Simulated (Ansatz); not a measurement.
## La, fcc: geometry optimisation

Level of theory: DFT, r2SCAN, plane waves (500 eV) with PAW, scalar-relativistic (Ansatz 0.2.0). (PAW data from PBE, frozen cores regenerated.)

k-point mesh 10×10×10, Fermi-Dirac smearing 0.05 eV, starting moments 1.00 μB. Cell and atoms relax.

Starting structure:

```yaml
crystal:
  lattice:
    - [0.0, 2.6546496237, 2.6546496237]
    - [2.6546496237, 0.0, 2.6546496237]
    - [2.6546496237, 2.6546496237, 0.0]
  atoms:
    - { symbol: La, position: [0.0, 0.0, 0.0], spin: 1.0 }
hamiltonian:
  xc: r2scan
  pseudopotentials:
    kind: paw
    azcp:
      La: "pseudopotentials/La.paw.azcp"
basis:
  ecutwfc: 500
  fft_grid_basis: typed
kpoints:
  mp_grid: { grid: [10, 10, 10], shift: [0, 0, 0] }
magnetization:
  spin_polarized: true
scf:
  occupations: { method: fermi_dirac, width: 0.05 }
relax:
  max_steps: 60
  f_tol: 0.01
  cell: {}
```

Question: What cell does the relaxation end in?

Answer: Fm-3m with a = 5.312 Å; 37.48 Å³ per atom against 37.42 at the start (0.2 %).

Question: How much energy does the relaxation gain?

Answer: 0.0 meV per atom.

Path of the relaxation (the plane waves are chosen anew near the end, which can shift the energy a little):

| step | E − E(final) (meV/atom) | V (Å³/atom) | P (GPa) | max force (eV/Å) |
| --- | --- | --- | --- | --- |
| 0 | 0.03 | 37.416 | 0.07 | 0.000 |
| 1 | 0.02 | 37.480 | 0.03 | 0.000 |
| 2 | 0.00 | 37.480 | 0.03 | 0.000 |

Question: Which magnetic state does it end in?

Answer: non-magnetic.
